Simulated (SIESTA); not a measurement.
The system is CdS (Greenockite).

```
Cd S
1.0
     4.15000    0.00000    0.00000
    -2.07500    3.59401    0.00000
     0.00000    0.00000    6.73700
Cd S
2 2
Direct
  0.66667 0.33333 0.50000
  0.33333 0.66667 0.00000
  0.66667 0.33333 0.87500
  0.33333 0.66667 0.37500
```

| Quantity | Value |
| --- | --- |
| Program | SIESTA 5.4.2 |
| Task | relaxation of cell and atoms |
| Functional | RPBE |
| Potentials or basis | PseudoDojo 0.4 standard (PBE files) |
| Basis | DZP (energy shift 0.002 Ry) |
| Grid cutoff | 800 Ry |
| Energy shift | 0.002 Ry |
| k mesh | 7 × 7 × 4 |
| Occupations | fermi-dirac, width 0.05 eV |
| Spin | no spin polarisation |

At the start: pressure 4.9 GPa; volume 25.12 Å³/atom.

Where does the relaxation end?

Over 10 steps the energy falls by 30.8 meV/atom and the volume is 27.29 Å³/atom (+8.6 %); space group P6_3mc (No. 186, to 0.05 Å).

The path:
```
step  energy change (eV)  largest force (eV/Å)  pressure (GPa)  volume (Å³)
   1              0.0000                0.0777            4.86       100.48
   2             -0.0223                0.0555            4.36       101.24
   3             -0.1192                0.0502            0.72       107.62
   4             -0.1225                0.0437           -0.12       109.41
   5             -0.1223                0.0264           -0.30       109.84
   6             -0.1223                0.0239           -0.31       109.87
   7             -0.1222                0.0280           -0.32       109.90
   8             -0.1213                0.0419           -0.44       110.19
   9             -0.1231                0.0006           -0.14       109.46
  10             -0.1233                0.0010           -0.01       109.16
```

Final structure:
```yaml
crystal:
  lattice:
    - [4.26970, -0.00012, 0.00000]
    - [-2.13495, 3.69761, 0.00000]
    - [0.00000, 0.00000, 6.91465]
  atoms:
    - { symbol: Cd, position: [0.66667, 0.33333, 0.49868] }
    - { symbol: Cd, position: [0.33333, 0.66667, 0.99869] }
    - { symbol: S, position: [0.66666, 0.33334, 0.87631] }
    - { symbol: S, position: [0.33334, 0.66666, 0.37631] }
```

Caveat: semicore shells carry a single zeta, which can move pressures by several GPa and volumes by a few percent; the potentials were made for another functional, which shifts forces and pressure; the basis of atomic orbitals isn't converged, which shifts pressures, moduli and gaps.
